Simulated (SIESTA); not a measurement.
# InSe under changes of volume

One of the cells (28.559 Å³/atom); the others are scaled copies at fixed shape and fractional positions:

```
CELL_PARAMETERS angstrom
5.82639 -2.05465 0.00000
5.82639 2.05465 0.00000
-1.72323 0.00000 4.77135
ATOMIC_POSITIONS crystal
In 0.88820 0.88820 0.04684
In 0.11180 0.11180 0.95316
Se 0.66093 0.66093 0.66896
Se 0.33907 0.33907 0.33104
```

The cell comes from a database or a generator and needn't be the stable form of this composition.

- Program: SIESTA 5.4.2
- Functional: LDA
- Potentials or basis: PseudoDojo 0.4 standard (LDA files)
- Basis: DZP (energy shift 0.003 Ry; two zetas on semicore shells)
- Grid cutoff: 500 Ry
- Energy shift: 0.003 Ry
- k mesh: 7 × 7 × 6
- Occupations: fermi-dirac, width 0.05 eV
- Spin: no spin polarisation

```csv
volume (Å³/atom),energy over the lowest point (meV/atom),pressure (GPa),gap on the mesh (eV),largest force (eV/Å)
26.846,2.82,1.5,1.18,0.705
27.417,0.00,0.2,1.15,0.514
27.988,?,?,?,?
28.559,6.87,-2.0,1.07,0.243
29.131,15.61,-2.9,1.03,0.146
29.702,27.36,-3.7,0.97,0.114
30.273,41.72,-4.4,0.91,0.240
```

Question: What does the run at 27.988 Å³/atom give?

Answer: Energy over the lowest point 1.52 meV/atom; pressure -1.0 GPa; gap on the mesh 1.11 eV; largest force 0.346 eV/Å.

Worked out: A Birch-Murnaghan fit of order 3 (a polynomial in V^(-2/3)) to the other rows has its minimum at 27.49 Å³/atom with B0 = V·E''(V) = 58 GPa and B' = 5.0 at fixed shape and positions, which overstates the stiffness. It gives 1.52 meV/atom at 27.988 Å³/atom, against the run's 1.52, and -dE/dV = -1.0 GPa, against -1.0. A parabola through the other rows of the gap, of slope -1.9 eV per unit of ln V there, gives 1.12 eV, against the run's 1.11.

Energies are extrapolated to zero smearing.

Caveats: spin-orbit coupling is left out, which moves the levels of the heavy elements; an odd mesh through Γ misses points on the zone boundary, where band edges often lie; the basis of atomic orbitals isn't converged, which shifts pressures, moduli and gaps.
